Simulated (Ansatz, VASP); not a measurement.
# Cross-check of B26P27H2 (V_B-H2) between VASP and Ansatz

Aim: how closely do two programs agree when they are given the same cell, functional and k mesh? The cell is taken from a series of runs on this material, whose earlier steps may have relaxed, scaled, displaced or heated it; both programs get it as it stands.

Method: plane waves, with VASP 6.6.1 beside it; single point at r2SCAN, in Ansatz 0.2.0.

**1. Starting point**

The cell holds 55 atoms: 26 B, 27 P and 2 H. Its edges and angles: a = 9.623 Å, b = 9.623 Å, c = 9.623 Å, α = 60.0°, β = 60.0°, γ = 60.0°. It derives from BP (BP (F-43m)). Nearest the centre at fractional (0.667, 0.333, 0.667): H54 at 0.78 Å, H55 at 0.79 Å, P40 at 2.09 Å, P46 at 2.11 Å, P37 at 2.13 Å, P38 at 2.13 Å, B18 at 3.17 Å, B3 at 3.19 Å.

Coordinates:

```xyz
55
Lattice="0.0000 6.8046 6.8046 6.8046 0.0000 6.8046 6.8046 6.8046 0.0000" Properties=species:S:1:pos:R:3 pbc="T T T"
B     6.8026    0.0079    6.8015
B     9.0645    2.2717    6.8018
B     4.5486   11.3288    6.7847
B     9.0673    6.8115    2.2715
B     4.5311    9.0618    9.0685
B     6.8130    4.5463    2.2681
B    11.3330    6.8081    4.5409
B     6.7986    2.2740    4.5330
B     9.0683    4.5440    4.5412
B     6.7994    2.2748    9.0692
B     9.0642    4.5395    9.0609
B    11.3386    6.8141    9.0612
B     2.2774    2.2680    4.5226
B     4.5348    4.5411    4.5249
B     6.8024    6.7972    4.5225
B     4.5327    2.2780    6.8014
B     6.7963    4.5401    6.8018
B     9.0489    6.8291    6.7846
B     6.7917    4.5550   11.3289
B     9.0653    6.8142   11.3296
B    11.3197    9.0819   11.3258
B     2.2990    4.5787    6.7972
B     4.4998    6.7799    6.7963
B    11.3360   11.3471    9.0761
B     6.7816    6.8103    9.0693
B     9.0703    9.0929    9.0723
P     3.3981    3.4144    3.3965
P     5.6653    5.6794    3.3961
P     7.9281    7.9506    3.4018
P     5.6674    3.4087    5.6655
P     7.9273    5.6756    5.6720
P    10.2054    7.9507    5.6727
P     7.9310    3.4064    7.9317
P    10.2024    5.6779    7.9478
P    12.4746    7.9500    7.9302
P     3.3998    5.6796    5.6623
P     5.5576    7.8392    5.5887
P     8.0445   10.3224    5.5968
P     5.6623    5.6703    7.9310
P     8.0032    7.8790    8.0373
P    10.2104   10.2170    7.9321
P     7.9388    5.6765   10.2021
P    10.2028    7.9448   10.1999
P    12.4745   10.2073   10.2065
P     3.3903    7.9424    7.9309
P     5.5995   10.2835    8.0369
P     7.9373   12.4902    7.9321
P     5.6621    7.9421   10.2162
P     7.9353   10.2153   10.2163
P    10.2018   12.4818   10.2092
P     7.9332    7.9471   12.4700
P    10.1996   10.2072   12.4763
P    12.4751   12.4848   12.4776
H     6.2755    8.5691    6.5329
H     7.3385    9.6016    6.5732
```

**2. Ansatz: single point, r2SCAN**

Ansatz runs on its PAW soft_1 files.

With cell and atoms fixed, the geometry can't cause a difference; cores, projectors, grids and the points listed under the comparison can.

input.yaml

```yaml
crystal:
  checkpoint: "../qp1.relax.run"
  host: checkpoint
basis:
  ecutwfc: 500
  xc_grid: 2
hamiltonian:
  xc: r2scan
  pseudopotentials: { kind: paw, azcp: { folder: soft_1 } }
kpoints:
  mp_grid: { grid: [2, 2, 2], shift: [0.5, 0.5, 0.5] }
scf:
  occupations: { method: fixed }
  max_iter: 60
output:
  forces: true
  eigenvalues: true
  charged_corrections: { defect_position: [0.666667, 0.333333, 0.666667] }
checkpoint:
  read: "../qp1.relax.run"
  write: "../qp1.point_neutral.run"
  compress: false
  write_wavefunctions: false
  write_every: 100000
magnetization:
  spin_polarized: true
  initial_magnetization: 1
  spin_locking: { lock_magnetization: hard }
```

Run with:

```sh
$ ansatz run input.yaml --threads 4 --pin off --max-ram 7536MiB --backend cpu --events-out ev --progress --plain --runs-dir out
```

Numbers of over 12 decimals in the logs are rounded to 6 here.

Log:

```text
Warning: This run holds its total moment fixed (magnetization.spin_locking.lock_magnetization: hard) and mixes its density by anderson or broyden (scf.mixing.algorithm, typed or taken by auto). Slabs with a fixed moment have converged under broyden above another state at the same moment, at the default mixing steps and at smaller ones, and under scf.lower_state_search: standard, light or off a state that such a mixer [...]
checkpoint.read: the saved state was converged at a total charge of 1 e, and this run's is 0 e: a saved density that it takes is scaled to its electron count
crystal.checkpoint: the structure is that of <dir>, a `relax` run, at its step 10: its result, under r2scan at a charge of 1 e; 55 atoms read, 0 with a starting moment; this deck's charge is 0 e; crystal.structure_sha256 for this input is
Engine: ansatz 0.2.0, aarch64-unknown-linux-gnu
Pseudopotentials: kind: paw
Pseudopotential: B, paw, valence charge 3, recommended cutoff 500 eV (meta_gga), soft_1/B.paw.azcp
Pseudopotential: P, paw, valence charge 5, recommended cutoff 500 eV (meta_gga), soft_1/P.paw.azcp
Pseudopotential: H, paw, valence charge 1, recommended cutoff 500 eV (meta_gga), soft_1/H.paw.azcp
Functional definition: r2SCAN
  parameter k0 = 0.174
  parameter k1 = 0.065
  parameter a1 = 4.9479
  exchange = r2scan_x(k0 = k0, k1 = k1, a1 = a1)
  correlation = r2scan_c
Crystal: 55 atoms, lattice volume = 630.129 Å³
Basis set: ecut = 500 eV, 16049 PW (Γ), exchange–correlation on 144×144×144 points (8 copies of the dense FFT grid, shifted against one another)
Bands: 163, of which v1, the nominal top of the filled ones, is band 108 counted from 1 (107 counted from 0)
Symmetry: 1 space group operations
Space group: P1 (ITA 1), of the structure as read, at distance tolerance 8.6e-5 Å
Magnetic group: BNS 1.1 (UNI 1), of the structure as read, at distance tolerance 8.6e-5 Å
k-points: 4 of 8 (time reversal used)
Non-local potential: B, projectors of the file, l = 0: 2, l = 1: 2, l = 2: 1
Non-local potential: P, projectors of the file, l = 0: 2, l = 1: 2, l = 2: 1
Non-local potential: H, projectors of the file, l = 0: 2, l = 1: 1
PAW form: soft (Blöchl's): semilocal exchange-correlation on the pseudo side does not see the compensation charge
PAW frozen core: B, regenerated for the run's functional (the file was generated under x = pbe(κ = 0.804, μ = 0.219515), c = pbe(β = 0.066725))
PAW frozen core: P, regenerated for the run's functional (the file was generated under x = pbe(κ = 0.804, μ = 0.219515), c = pbe(β = 0.066725))
PAW one-centre angular grid: B, 302 points (default); XC on 223 of its mesh's 2233 points in the sphere
PAW one-centre angular grid: P, 302 points (default); XC on 160 Gauss nodes
PAW one-centre angular grid: H, 302 points (default); XC on 160 Gauss nodes
Initial density: read from a saved state, or passed on in memory by an earlier SCF of this step, an earlier step, the calling program or the single point that the run made first
Starting moments: Σ|m| = 1 μB on 55 of 55 sites; this step starts from the density that it was given
Initial wavefunctions: those read from a saved state, or passed on in memory by an earlier step or the calling program
Functional: x = r2scan, c = r2scan; τ floored in thin density (d = 2e-4 eV/Å³)
iter 1 solved again at ethr=2.84e-4 eV; its pass at ethr=3.10e-3 eV (dr2=6.11e-1 eV) is discarded
SCF iter   1: F=—  HF=-24622.325823 eV  |F-HF|=—  |Δ(HF+E_count)|=         —  Δρ=4.83e-3 (↑4.83e-3 ↓1.16e-3)  dr2=6.07e-1  dr2_τ=1.97e-3  dr2_m=3.62e-2  M=1.000 μB ∫|m|=1.000 μB  β_m=0.30  ethr=2.84e-4  ⟨swp⟩=1.0  Hψ=3656  notcnv=0  defer=8
preconditioner: auto → Resta (q_TF=auto, 2.281 Å⁻¹)  ε∞=4.6  [insulator: Δε(μ)=0.058 eV  Ē_g=11.447 eV  n_scr=136 (ndim 8)  ℏωp=21.7 eV  f_vac=0.000  ε∞_Penn≈4.6]
spin=Collinear: Resta preconditioning applied to the charge; magnetization (m = ρ↑ − ρ↓) channel mixes plain (no charge-response kernel on spin).
SCF iter   2: F=—  HF=-24622.277229 eV  |F-HF|=—  |Δ(HF+E_count)|=   4.86e-2  Δρ=3.53e-3 (↑3.53e-3 ↓9.69e-4)  dr2=2.08e-1  dr2_τ=1.88e-4  dr2_m=2.48e-2  M=1.000 μB ∫|m|=1.005 μB  β_m=0.68  ethr=2.82e-4  ⟨swp⟩=2.2  Hψ=952  notcnv=0  defer=40  κ⁻¹=1.0e0(r=1)
SCF iter   3: F=—  HF=-24622.298533 eV  |F-HF|=—  |Δ(HF+E_count)|=   2.13e-2  Δρ=1.01e-3 (↑1.01e-3 ↓7.63e-4)  dr2=1.10e-2  dr2_τ=4.23e-5  dr2_m=2.77e-3  M=1.000 μB ∫|m|=1.057 μB  β_m=1.20  ethr=9.69e-5  ⟨swp⟩=3.8  Hψ=1817  notcnv=0  defer=317  κ⁻¹=1.2e-2(r=2)
[...]
atom   7  B     -0.01140472     0.04674581    -0.03725563
  atom   8  P     -0.04627416    -0.00603694    -0.03213530
  atom   9  B     -0.18170421     0.28936743     0.27277940
  atom  10  P      0.04182738     0.10318798    -0.01790734
  atom  11  B     -0.19799671     0.19018740     0.24571994
  atom  12  P     -0.15327920    -0.06227041    -0.03190624
  atom  13  B      0.06142025     0.06210135     0.03400354
  atom  14  P      0.01652536     0.01786201     0.02978737
  atom  15  B      0.01515241     0.01466055     0.03798039
  atom  16  P     -0.02203484    -0.02098720    -0.77214781
  atom  17  B     -0.02381143    -0.02286720     0.03030776
  atom  18  P     -0.07232725    -0.07258959     0.04261066
  atom  19  B      0.01792735     0.01760347    -0.01833358
  atom  20  P     -0.01706956    -0.01629206    -0.03871196
  atom  21  B      0.05452877     0.05373700     0.11159327
  atom  22  P      0.16685610     0.16586909    -0.01916878
  atom  23  B      0.00682443     0.00541846     0.10133710
  atom  24  P     -0.25183324    -0.25094674     0.00912227
  atom  25  B      0.02989369     0.24139547     0.06890302
  atom  26  P     -0.01140443     0.09886276     0.04175943
  atom  27  B      0.00707450     0.04334761     0.07854954
  atom  28  P     -0.39651880     0.32150074    -0.53335276
  atom  29  B     -0.16771669     0.00930467     0.05369701
  atom  30  P     -0.14221746    -0.01012218     0.03392085
[...]
atom  48  B      0.04669779    -0.01113108    -0.03779302
  atom  49  P     -0.00740554    -0.04631767    -0.03152457
  atom  50  B      0.29204528    -0.18133777     0.27186572
  atom  51  P      0.10255422     0.04271129    -0.01696370
  atom  52  B      0.19308601    -0.19872246     0.24794055
  atom  53  P     -0.06081234    -0.15336217    -0.03101026
  atom  54  H      0.03505024     0.03583013     0.09475611
  atom  55  H      0.01174648     0.01248489    -0.00720954
  max |Σ_I F_I| component: 4.30e-3 eV/Å
--- Band table (eV; the first three rows and the last of 8) ---
  k-point 0 ↑: bands = [... 104 lower, 8.3793, 8.4501, 9.1085, 9.7854, 10.8238, 10.9851, 11.0154, 11.2781, ... 51 higher]
  k-point 1 ↑: bands = [... 104 lower, 7.7759, 8.2538, 8.5459, 9.5805, 10.8283, 11.6818, 11.7107, 11.8389, ... 51 higher]
  k-point 2 ↑: bands = [... 104 lower, 8.1447, 8.3303, 8.6006, 9.1860, 10.8224, 11.6599, 11.7843, 11.8436, ... 51 higher]
  k-point 3 ↓: bands = [... 104 lower, 8.1920, 8.3738, 9.0763, 9.6413, 10.8392, 11.6800, 11.8055, 11.8630, ... 51 higher]
```

The column dr2 measures how far the density is from self-consistency, as an energy; F and HF (Harris–Foulkes) agree once it is small.

**3. VASP: single point, r2SCAN**

The same cell, functional and mesh now go to VASP, with its own data sets.

Lines of VASP's logs that name or quote its potential files are left out, and so is its time.

INCAR

```
SYSTEM = B26P27H2
PREC = Accurate
ENCUT = 460
EDIFF = 1E-06
NELM = 200
ISMEAR = 0
SIGMA = 0.01
LREAL = Auto
ALGO = Normal
METAGGA = R2SCAN
LASPH = .TRUE.
NBANDS = 152
ISPIN = 2
MAGMOM = 0 0 0.02 0 0.01 0 0 -0 0 0 -0 -0 0.01 0 0.01 0 0 0.02 0.01 0 0.01 0 0 0 0.01 0 0.01 0.01 -0 0 0 0 0 0.02 0 0 0 0 0 0.1 0 0.01 0.01 -0 0 0.1 0 0 0 0 0 0 0 0 0
LORBIT = 11
LWAVE = .FALSE.
LCHARG = .FALSE.
ISIF = 2
ISYM = 0
NUPDOWN = 1
GGA_COMPAT = .FALSE.
LMIXTAU = .TRUE.
KPAR = 4
```

POSCAR

```
B26P27H2
1.0
    0.0000000000      6.8045562257      6.8045562257
    6.8045562257      0.0000000000      6.8045562257
    6.8045562257      6.8045562257      0.0000000000
B P H
26 27 2
Direct
    0.0004974555      0.9990466560      0.0006638166
    0.0006565015      0.9989336425      0.3331879093
    0.9967463874      0.0003353431      0.6681338309
    0.0011491086      0.3326681008      0.9998709415
    0.9992718689      0.3334419610      0.3324513449
    0.0001111488      0.3332168391      0.6680176206
    0.0011774666      0.6661518501      0.9993492451
    0.0006171715      0.6655587911      0.3335639167
    0.0012367543      0.6661336786      0.6665521765
    0.3339361765      0.9988756148      0.0003694278
    0.3333149177      0.9982789036      0.3338060225
    0.3333572971      0.9982730007      0.6680485383
    0.3316301354      0.3330085640      0.0016729936
    0.3329517997      0.3320229944      0.3344089657
    0.3319354844      0.3326915166      0.6669860581
    0.3340916225      0.6654454121      0.0006884800
    0.3340122665      0.6655833878      0.3332058794
    0.3354246864      0.6616496929      0.6681773665
    0.6680871355      0.9968057533      0.0013121749
    0.6670901108      0.9979076123      0.3343307765
    0.6677905605      0.9966596216      0.6668866908
    0.6669677555      0.3319474748      0.0059129705
    0.6669343551      0.3318516749      0.3294406765
    0.6677340382      0.6660982542      0.9998471195
    0.6685202881      0.6643000219      0.3323241311
    0.6682955261      0.6649728878      0.6679972211
    0.2507655918      0.2483796533      0.2510110467
    0.2505814052      0.2485138457      0.5840661093
    0.2516236467      0.2483131331      0.9167996210
    0.2503289220      0.5822689654      0.2506110654
    0.2513255412      0.5822370590      0.5827577507
    0.2511623550      0.5825057668      0.9172787761
    0.2503572124      0.9152948370      0.2502506158
    0.2515410160      0.9164644464      0.5828879408
    0.2502383956      0.9151876633      0.9180905744
    0.5835855970      0.2485416065      0.2510975321
    0.5783120778      0.2429994850      0.5737446363
    0.5786383147      0.2438755477      0.9383414527
    0.5833561725      0.5821832373      0.2499471335
    0.5814560216      0.5997025272      0.5764483711
    0.5833458744      0.5823636812      0.9181538996
    0.5834160477      0.9158844572      0.2508067524
    0.5835767220      0.9154103957      0.5839974398
    0.5833759250      0.9165686999      0.9166901394
    0.9172521563      0.2482751418      0.2499697854
    0.9347294517      0.2463752915      0.5765350899
    0.9174002493      0.2483047111      0.9181651303
    0.9182234913      0.5831577102      0.2489470560
    0.9182326649      0.5831593083      0.5830124341
    0.9177057125      0.5826391825      0.9166199867
    0.9173216418      0.9152745924      0.2505874665
    0.9173210281      0.9162068804      0.5827328023
    0.9175709551      0.9161383683      0.9172050984
    0.6485710916      0.3115103581      0.6107396698
    0.6492889965      0.3167162833      0.7617583591
```

KPOINTS

```
Points of the shifted mesh
8
Reciprocal
 0.2500000000  0.2500000000  0.2500000000 1
 0.2500000000  0.2500000000  0.7500000000 1
 0.2500000000  0.7500000000  0.2500000000 1
 0.2500000000  0.7500000000  0.7500000000 1
 0.7500000000  0.2500000000  0.2500000000 1
 0.7500000000  0.2500000000  0.7500000000 1
 0.7500000000  0.7500000000  0.2500000000 1
 0.7500000000  0.7500000000  0.7500000000 1
```

Potentials, in the order of the species: B, P and H (PBE family, release 64).

Run with:

```sh
$ mpirun -np 8 vasp_std
```

Log:

```text
[banner, memory and clock lines left out]
running    8 mpi-ranks, on    1 nodes
[...]
|                                                                             |
|           W    W    AA    RRRRR   N    N  II  N    N   GGGG   !!!           |
|           W    W   A  A   R    R  NN   N  II  NN   N  G    G  !!!           |
|           W    W  A    A  R    R  N N  N  II  N N  N  G       !!!           |
|           W WW W  AAAAAA  RRRRR   N  N N  II  N  N N  G  GGG   !            |
|           WW  WW  A    A  R   R   N   NN  II  N   NN  G    G                |
|           W    W  A    A  R    R  N    N  II  N    N   GGGG   !!!           |
|                                                                             |
|     For optimal performance we recommend to set                             |
|       NCORE = 2 up to number-of-cores-per-socket                            |
|     NCORE specifies how many cores store one orbital (NPAR=cpu/NCORE).      |
|     This setting can greatly improve the performance of VASP for DFT.       |
[...]
|                                                                             |
|     You enforced a specific xc type in the INCAR file but a different       |
|     [... a line on the potential file left out ...]
|     I HOPE YOU KNOW WHAT YOU ARE DOING!                                     |
|                                                                             |

 LDA part: xc-table for (None), standard interpolation
 POSCAR, INCAR and KPOINTS ok, starting setup
[...]
entering main loop
       N       E                     dE             d eps       ncg     rms          rms(c)
DAV:   1     0.497878713404E+03    0.49788E+03   -0.90369E+04  4864   0.118E+03
DAV:   2    -0.452372985026E+03   -0.95025E+03   -0.89675E+03  5896   0.215E+02
DAV:   3    -0.512479583861E+03   -0.60107E+02   -0.59196E+02  6024   0.508E+01
DAV:   4    -0.513737287923E+03   -0.12577E+01   -0.12472E+01  6112   0.775E+00
[...]
DAV:  15    -0.463364166303E+03   -0.15035E-03   -0.22504E-04  5672   0.429E-02    0.138E-02
DAV:  16    -0.463364175259E+03   -0.89553E-05   -0.55780E-05  5392   0.205E-02    0.101E-02
DAV:  17    -0.463364176083E+03   -0.82426E-06   -0.40223E-06  5608   0.625E-03
   1 F= -.46336418E+03 E0= -.46336418E+03  d E =-.203201E-23  mag=     1.0000
```

OUTCAR, selected parts (step 3):

```text
  FREE ENERGIE OF THE ION-ELECTRON SYSTEM (eV)
  ---------------------------------------------------
  free  energy   TOTEN  =      -463.3641760831 eV

  energy  without entropy=     -463.3641760831  energy(sigma->0) =     -463.36417608

 magnetization (x)
# of ion       s       p       d       tot
------------------------------------------
    1       -0.000   0.000   0.000   0.000
    2       -0.000  -0.000   0.000  -0.000
    3        0.002   0.018   0.000   0.020
    4        0.000   0.001   0.000   0.001
    5       -0.000   0.005   0.000   0.004
    6       -0.001   0.001   0.000   0.000
    7       -0.000   0.000   0.000   0.000
    8       -0.000  -0.001   0.000  -0.001
    9       -0.000   0.000   0.000   0.000
   10       -0.000   0.000   0.000   0.000
   11       -0.001  -0.001   0.000  -0.001
   12       -0.000  -0.000   0.000  -0.001
   13        0.001   0.011   0.000   0.012
[...]
--------------------------------------------------
tot          0.051   0.533   0.000   0.583

[... 1 further part left out ...]
```

The run ends at a pressure of 1.42 GPa, with forces up to 0.77 eV/Å.

**4. Side by side**

Known differences besides the potentials themselves: VASP starts from the moments at which Ansatz ended; VASP keeps PBE cores, Ansatz makes them for the functional; fixed occupations in Ansatz, narrow Gaussian smearing in VASP; the cutoff is 500 eV in Ansatz and 460 eV in VASP (PREC = Accurate, projectors in real space); site moments are counted in spheres of each program's own size. Total energies have different zeros and are not compared.

The two programs side by side:

| quantity | Ansatz | VASP | difference |
| --- | --- | --- | --- |
| total moment, fixed by the input (μB) | 1.00 | 1.00 | 0.00 |
| moment on P46 (μB) | 0.10 | 0.17 | -0.06 |
| moment on P40 (μB) | 0.10 | 0.17 | -0.06 |

Forces on 10 of the 55 atoms, those with the largest forces and the largest differences (eV/Å; atoms numbered as in POSCAR):

| atom | Ansatz x, y, z | VASP x, y, z |
| --- | --- | --- |
| B3 | -0.229, 0.269, 0.494 | -0.226, 0.266, 0.497 |
| B5 | -0.182, 0.289, 0.273 | -0.178, 0.295, 0.272 |
| B18 | 0.270, -0.230, 0.495 | 0.268, -0.226, 0.497 |
| B25 | 0.292, -0.181, 0.272 | 0.297, -0.177, 0.271 |
| P34 | -0.022, -0.021, -0.772 | -0.022, -0.017, -0.768 |
| P37 | 0.167, 0.166, -0.019 | 0.181, 0.179, 0.008 |
| P40 | -0.397, 0.322, -0.533 | -0.384, 0.309, -0.511 |
| P46 | 0.325, -0.390, -0.531 | 0.306, -0.376, -0.513 |
| H54 | 0.035, 0.036, 0.095 | 0.011, 0.011, 0.059 |
| H55 | 0.012, 0.012, -0.007 | 0.035, 0.036, -0.043 |

The forces differ by 7.5 meV/Å r.m.s., which is 4.7 % of the r.m.s. force of 0.162 eV/Å (both taken over all components).

**5. Results**

```yaml
r_m_s_force_difference_single_point_r2scan: 7.5 meV/Å
```

What this shows: The r.m.s. force difference is 7.5 meV/Å (single point, r2SCAN), within the 12 meV/Å picked in this series as the mark of a large difference. Such differences can come from data sets, numerical settings and the points named under the comparisons, not from the functional's error against experiment.

[Lines on the potential files, build, host, timing and source positions are cut from VASP's logs without a mark.]

[Logs are printed without paths, hosts, clocks, repeated set-up lines and the standing remarks that a program may print on its own settings, such as how far it seeks lower states.]

[Hosts, paths, dates, database ids (printed as entryN), source tags and the programs' standing remarks are cut or masked in the printed files.]
